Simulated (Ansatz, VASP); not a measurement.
# One calculation of SnTe, two programs

Contents of INCAR:

```
SYSTEM = SnTe
ALGO = Normal ; EDIFF = 1E-6
ENCUT = 520 ; GGA = CA
ISIF = 2 ; ISMEAR = 0
LASPH = .TRUE. ; LCHARG = .TRUE.
LELF = .TRUE. ; LREAL = .FALSE.
LVHAR = .TRUE. ; LWAVE = .FALSE.
NBANDS = 17 ; NELM = 60
PREC = Accurate ; SIGMA = 0.03
```

KPOINTS

```
k-points
0
G
  10 10 10
  0 0 0
```

File POSCAR:

```
SnTe
1.0
    0.0000000000      3.1880650000      3.1565000000
    3.1565000000      0.0000000000      3.1565000000
    3.1565000000      3.1880650000      0.0000000000
Sn Te
1 1
Direct
    0.0000000000      0.0000000000      0.0000000000
    0.5000000000      0.5000000000      0.5000000000
```

Input for Ansatz:

```yaml
crystal:
  lattice:
    - [0.0, 3.188065, 3.1565]
    - [3.1565, 0.0, 3.1565]
    - [3.1565, 3.188065, 0.0]
  atoms:
    - { symbol: Sn, position: [0.0, 0.0, 0.0] }
    - { symbol: Te, position: [0.5, 0.5, 0.5] }
basis:
  ecutwfc: 420
kpoints:
  mp_grid: { grid: [10, 10, 10] }
hamiltonian:
  xc: lda
scf:
  occupations: { method: gaussian, width: 0.03 }
output:
  forces: true
  stress: true
  eigenvalues: true
```

Change from the starting cell: strain +0.0100 x Voigt [0, 1, 0, 0, 0, 0], atoms carried along.

Alike in both runs: task single point; functional LDA; k mesh 10 × 10 × 10; occupations gaussian, width 0.03 eV; no spin polarisation.

```csv
,VASP,Ansatz
version,VASP 6.6.1,Ansatz 0.2.0
potentials or method,"VASP PAW LDA potentials, release 64 (Sn_d, Te)","scalar-relativistic, plane waves, PAW"
plane-wave cutoff (eV),520,420
valence electrons in the cell,20,30
```

|  | VASP | Ansatz | Ansatz less VASP |
| --- | --- | --- | --- |
| gap on the k mesh at the Fermi level (eV) | 0.08 | 0.07 | -0.013 |
| least direct gap on the mesh (eV) | 0.08 | 0.07 | -0.013 |
| pressure (GPa) | -2.1 | -2.1 | -0.02 |
| largest component of the traceless stress (GPa) | 0.76 | 0.75 | -0.006 |

The two sets of potentials don't hold the same shells in valence.

Caveats: spin-orbit coupling is left out, which moves the levels of the heavy elements.
